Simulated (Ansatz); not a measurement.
Rocksalt LiH, relaxed with r2SCAN. It is cubic, Fm-3m (No. 225); a = 4.006 Å in the conventional setting, 8.04 Å³ an atom. Around Li lie 6 H at 2.00 Å; around H lie 6 Li at 2.00 Å.

3 runs of the plane-wave code Ansatz on this cell differ in the functional (and in the settings that go with it). Levels are in eV from each run's valence top; v1 is the last filled band, c1 the first empty one.

Run A, mean stress -0.4 GPa (compression positive):

| point | v2 | v1 | c1 | c2 |
| --- | --- | --- | --- | --- |
| Γ | -47.34 | -6.16 | 18.70 | 20.31 |
| X | -47.27 | 0.00 | 4.66 | 12.95 |
| U | -47.27 | -0.56 | 5.89 | 9.50 |
| L | -47.29 | -2.93 | 6.67 | 16.02 |

Run B, mean stress -0.5 GPa (compression positive):

| point | v2 | v1 | c1 | c2 |
| --- | --- | --- | --- | --- |
| Γ | -47.27 | -6.08 | 17.95 | 19.54 |
| X | -47.20 | 0.00 | 3.97 | 12.20 |
| U | -47.20 | -0.55 | 5.19 | 8.77 |
| L | -47.22 | -2.88 | 5.95 | 15.28 |

Run C, mean stress 0.0 GPa (compression positive):

| point | v2 | v1 | c1 | c2 |
| --- | --- | --- | --- | --- |
| Γ | -45.58 | -5.53 | 17.54 | 19.21 |
| X | -45.52 | 0.00 | 3.63 | 11.74 |
| U | -45.52 | -0.49 | 4.82 | 8.35 |
| L | -45.53 | -2.61 | 5.54 | 14.93 |

**Question.** Match the runs to r2SCAN, HSE06, PBE0.

**Answer.** A is PBE0, B is HSE06, C is r2SCAN. In order of the gap: r2SCAN 3.63, HSE06 3.97, PBE0 4.66 eV. The stress vanishes for r2SCAN, which relaxed the cell.

Spin-unpolarised throughout; all numbers are computed.

The program warns that its thresholds are loose for a hybrid's stress.

The meshes of the hybrids are coarse, so their gaps aren't converged to the digits shown.
